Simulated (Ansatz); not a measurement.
**Sn under changes of volume**

One of the cells (27.205 Å³/atom); the others are scaled copies at fixed shape and fractional positions:

```
CELL_PARAMETERS angstrom
-1.89465 1.89465 1.89465
1.89465 -1.89465 1.89465
1.89465 1.89465 -1.89465
ATOMIC_POSITIONS crystal
Sn 0.00000 0.00000 0.00000
```

This isn't the form of Sn at room conditions, which is tetragonal (white tin).

| Item | Value |
| --- | --- |
| Program | Ansatz 0.2.0 |
| Functional | PBEsol |
| Potentials or basis | Ansatz PAW |
| Cutoff | 420 eV (not typed: the program's choice for these potentials) |
| k mesh | 10 × 10 × 10 |
| Occupations | fermi-dirac, width 0.05 eV |
| Spin | no spin polarisation |

| volume (Å³/atom) | energy over the lowest point (meV/atom) | pressure (GPa) |
| --- | --- | --- |
| 25.573 | ? | ? |
| 26.117 | 0.00 | -0.3 |
| 26.661 | 2.89 | -1.3 |
| 27.205 | 8.96 | -2.2 |
| 27.749 | 17.82 | -3.0 |
| 28.293 | 29.19 | -3.7 |
| 28.837 | 42.82 | -4.3 |

Problem. What does the run at 25.573 Å³/atom give?

Solution. Energy over the lowest point 0.72 meV/atom; pressure 0.9 GPa.

Worked out: A Birch-Murnaghan fit of order 3 (a polynomial in V^(-2/3)) to the other rows has its minimum at 25.94 Å³/atom, just outside them, with B0 = V·E''(V) = 51 GPa and B' = 4.4. It gives 0.63 meV/atom at 25.573 Å³/atom, against the run's 0.72, and -dE/dV = 0.7 GPa, against 0.9.

Energies are extrapolated to zero smearing.

Caveats: the PAW data sets come from PBE, with cores solved anew for the run's functional, which leaves a small shift of forces and pressure.
